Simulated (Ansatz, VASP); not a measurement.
Ce in VASP and in Ansatz

```xyz
1
Lattice="-1.8798 1.8798 1.8798 1.8798 -1.8798 1.8798 1.8798 1.8798 -1.8798" Properties=species:S:1:pos:R:3 pbc="T T T"
Ce    0.0000    0.0000    0.0000
```

The cell was built by a generator and needn't be a form met in nature.

Alike in both runs: functional r2SCAN; k mesh 8 × 8 × 8; no spin polarisation.

Ansatz relaxed the structure, and its values are those at the end. VASP's run is a single point on that final structure, the one shown.

|  | VASP | Ansatz |
| --- | --- | --- |
| version | VASP 6.6.1 | Ansatz 0.2.0 |
| potentials or method | VASP PAW PBE potentials, release 64 (Ce) | PAW plane waves |
| plane-wave cutoff (eV) | 520 | 500 |
| occupations | fermi-dirac, width 0.1 eV | fermi-dirac |
| valence electrons in the cell | 12 | 12 |

Ansatz gave:

```
pressure (GPa) : 0.0
```

Problem. Which values does VASP return?

Solution. Pressure (GPa): -0.2.

Caveats: the PAW data sets were made with another functional, which shifts forces and pressure a little (VASP). Spin-orbit coupling is left out, which matters for the levels of Ce. Spin polarisation is off, so any magnetic state and its effect on volume and gap are missing.
